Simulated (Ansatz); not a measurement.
**Deforming CuO**

```yaml
crystal:
  lattice:
    - [0.00000, 2.26180, 2.26180]
    - [2.26180, 0.00000, 2.26180]
    - [2.26180, 2.26180, 0.00000]
  atoms:
    - { symbol: Cu, position: [0.00000, 0.00000, 0.00000] }
    - { symbol: O, position: [0.25000, 0.25000, 0.25000] }
```

Atom numbers follow the list: Cu1, O2.

Conventional cell: a = 4.524 Å, b = 4.524 Å, c = 4.524 Å, α = 90.00°, β = 90.00°, γ = 90.00°. Around Cu (atom 1) lie 4 O at 1.96 Å. O (atom 2) has 4 Cu at 1.96 Å as nearest neighbours.

The structure comes from a relaxation in the same program, started in the zincblende type, and has space group F-43m. Whether it is a known phase or the ground state wasn't checked.

Without spin polarisation or U, such a compound can come out metallic where the real one is a magnetic insulator.

Level of theory: Ansatz 0.2.0, DFT, PBE, all-electron LAPW, scalar-relativistic.

Sampling and basis: a Γ-centred 16×16×16 k mesh, Fermi–Dirac smearing of 0.05 eV, basis error target 1 meV/atom, no spin polarisation.

The unchanged cell is at 0.05 GPa, so energy changes include a term −P ΔV where the volume moves.

In a metal, stresses and small energies carry noise from the k mesh.

x, y and z are the Cartesian axes of the cell as listed; fractional coordinates follow a strain, and an engineering shear is twice the off-diagonal strain component.

Problem. With this change (x and y strained by +3 %, z held), what becomes of the energy and stress?

Solution. Energy change +17 meV/atom; stress change (xx, yy, zz, yz, xz, xy) -7.38, -7.38, -6.60, 0.00, 0.00, 0.00 GPa, compression positive.

Problem. With this change (x and y strained by -2 %, z held), what becomes of the energy and stress?

Solution. Energy change +9 meV/atom; stress change (xx, yy, zz, yz, xz, xy) 6.14, 6.14, 5.93, 0.00, 0.00, 0.00 GPa, compression positive.
